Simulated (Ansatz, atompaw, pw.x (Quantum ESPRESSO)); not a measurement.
# Equation-of-state test of one PAW (atompaw) potential (zinc)

atompaw 4.2.0.5 input, output lines left out:

```
Zn 30
GGA-PBE scalarrelativistic loggrid 1500 logderivrange -3 5 201
4 4 3 0 0 0
4 0 1.5
4 1 0.5
0 0 0
c
c
c
v
c
c
v
v
2
3.00 2.25 2.90 1.70
y
4.2
n
y
1.55
n
y
0.2
n
bloechl sinc
bessel
```

Atomic tests: cutoffs needed: 21 Ry and 30 Ry (the cutoffs (Ry, on a coarse ladder) from which the occupation-weighted sum of valence levels, in a spherical-Bessel basis at the reference potential, stays within 10 and 1 mRy of its value at 400 Ry); ghost test: no extra level below or beside the all-electron valence levels (s, p, d, f tested) (spherical-Bessel basis up to 400 Ry, 20 bohr box); lowest eigenvalue of the overlap operator: 0.46 (s channel).

Crystal test: bcc Zn in pw.x 7.5, no spin, 15³ k-points, Fermi–Dirac smearing 0.01 Ry, cutoffs 40/400 Ry. The reference is all-electron LAPW (Ansatz 0.2.0) with the same functional, mesh and smearing; V0 and B0 come from Birch–Murnaghan fits to the pressures at five volumes. Errors are pseudo minus all-electron; Δ is the rms difference of the E(V) curves that follow from these fits, minima aligned, over ±6 % about the mean V0. Mesh and smearing are coarse, so the numbers serve the comparison and aren't converged zero-temperature values; the lattice is a test structure that the element need not adopt.

| V (Å³/atom) | P all-electron (GPa) | P pseudo (GPa) |
| --- | --- | --- |
| 14.468 | 4.67 | 8.25 |
| 14.848 | 2.51 | 5.67 |
| 15.229 | 0.67 | 3.52 |
| 15.610 | -0.89 | 1.61 |
| 15.990 | -2.22 | 0.03 |

All-electron: a0 = 3.134 Å (V0 = 15.39 Å³/atom), B0 = 64.0 GPa.

Pseudopotential: mean pressure error (GPa): +2.87. The pressure does not cross zero within the volumes sampled, so no fit is given. The largest radius (3.00 bohr) exceeds half the bond length (2.56 bohr), so the spheres overlap, which is one possible source of error among others. This is a poor potential for the solid.

At the middle volume, how do free energy and pressure move when the wave cutoff is lowered (ecutrho held at 400 Ry)?

```json
{"cutoff (Ry)": "18", "shift of F (meV/atom)": "+649.3", "shift of P (GPa)": "-15.74"}
{"cutoff (Ry)": "24", "shift of F (meV/atom)": "+97.7", "shift of P (GPa)": "-3.49"}
{"cutoff (Ry)": "32", "shift of F (meV/atom)": "+9.7", "shift of P (GPa)": "-0.47"}
```

The run at the middle volume (120 k-points, 9 iterations) took about 10 s on one core of a shared host (Intel(R) Xeon(R) 6975P-C, 192 threads, 378 GiB, load 62).
